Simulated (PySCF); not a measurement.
# C6H8: the cost of one run

The runs use PySCF 2.14.0; levels as typed in each script, gas phase, geometry from GFN2-xTB.

### 1 The starting structure

14 atoms, charge 0, spin multiplicity 1.

Bond lengths: C1–C2 1.331 Å, C1–C6 1.501 Å, C1–H7 1.080 Å, C2–C3 1.452 Å, C2–H8 1.080 Å, C3–C4 1.331 Å, C3–H9 1.080 Å, C4–C5 1.501 Å, C4–H10 1.080 Å, C5–C6 1.529 Å, C5–H11 1.098 Å, C5–H12 1.091 Å, C6–H13 1.091 Å, C6–H14 1.098 Å. Angles: C2–C1–C6 120.8°, C2–C1–H7 121.6°, C6–C1–H7 117.5°, C1–C2–C3 120.4°, C1–C2–H8 121.5°, C3–C2–H8 118.1°, C2–C3–C4 120.4°, C2–C3–H9 118.1°, C4–C3–H9 121.5°, C3–C4–C5 120.8°, C3–C4–H10 121.6°, C5–C4–H10 117.5°, C4–C5–C6 111.3°, C4–C5–H11 108.0°, C4–C5–H12 110.6°, C6–C5–H11 109.6°, C6–C5–H12 110.0°, H11–C5–H12 107.3° and more.

Geometry (Å):

```xyz
14

C    -0.11208    1.40615    0.06424
C    -1.25056    0.71798    0.10702
C    -1.25056   -0.71798   -0.10702
C    -0.11208   -1.40615   -0.06424
C     1.18660   -0.72271    0.24918
C     1.18660    0.72271   -0.24918
H    -0.09347    2.47879    0.19031
H    -2.19718    1.20442    0.29132
H    -2.19718   -1.20442   -0.29132
H    -0.09347   -2.47879   -0.19031
H     1.32405   -0.73745    1.33800
H     2.02282   -1.26900   -0.19039
H     2.02282    1.26900    0.19039
H     1.32405    0.73745   -1.33800
```

### 2 Ring currents (PBE0/def2-svp)

File input.py:

```python
import numpy as np
from pyscf import gto, scf, dft
from pyscf.prop import nmr
from pyscf.data import nist

def solve(mol, dm0=None, hcore=None):
    mf = (dft.UKS if mol.spin else dft.RKS)(mol, xc='pbe0')
    mf.grids.level = 3
    mf.conv_tol, mf.max_cycle = 1e-8, 80
    if hcore is not None:
        mf.get_hcore = lambda *args: hcore
    mf.kernel(dm0)
    if not mf.converged:
        mf = mf.newton().run(mf.mo_coeff, mf.mo_occ, max_cycle=30)
    assert mf.converged, 'SCF not converged'
    return mf

mol = gto.M(atom='''
C     -0.11208     1.40615     0.06424
C     -1.25056     0.71798     0.10702
C     -1.25056    -0.71798    -0.10702
C     -0.11208    -1.40615    -0.06424
C      1.18660    -0.72271     0.24918
C      1.18660     0.72271    -0.24918
H     -0.09347     2.47879     0.19031
H     -2.19718     1.20442     0.29132
H     -2.19718    -1.20442    -0.29132
H     -0.09347    -2.47879    -0.19031
H      1.32405    -0.73745     1.33800
H      2.02282    -1.26900    -0.19039
H      2.02282     1.26900     0.19039
H      1.32405     0.73745    -1.33800
''', basis='def2-svp', charge=0, spin=0, verbose=4)
mf = solve(mol)
vxc = nmr.rks.get_vxc_giao  # smaller grid blocks
nmr.rks.get_vxc_giao = lambda *a, **k: vxc(*a, **{**k, 'max_memory': 300})
calc = nmr.RKS(mf)
calc.cphf = True
nuclei = calc.kernel()
mo1 = calc.mo10
# ring centres and points 1 angstrom above and below them
points = np.array([
    [-0.0587, -0.0000, -0.0000],
    [-0.0587, 0.0044, 1.0000],
    [-0.0587, -0.0044, -1.0000],
]) / nist.BOHR
mol.atom_coord = lambda i, unit='Bohr': points[i]
idx = range(len(points))
sigma = (calc.dia(shielding_nuc=idx) + calc.para(mo10=mo1, shielding_nuc=idx)[0]) * nist.ALPHA**2 * 1e6
for p, t in zip(points, sigma):
    print('NICS at %8.4f %8.4f %8.4f  %8.2f ppm' % (*(p * nist.BOHR), -t.trace() / 3))
occ = mf.mo_coeff[:, mf.mo_occ > 0]
dm1 = np.array([mf.mo_coeff @ (2 * x) @ occ.T for x in mo1])
np.savez('result.npz', sigma=sigma, nuclei=nuclei, dm0=mf.make_rdm1(), dm1=dm1, e=mf.e_tot, eps=mf.mo_energy, occ=mf.mo_occ)
```

Started as:

```console
OMP_NUM_THREADS=1 python input.py
```

Q: Estimate wall time and peak memory on 1 thread of Intel Xeon Platinum 8488C (Sapphire Rapids), shared host.

About 34 s, with a peak of 0.79 GiB.
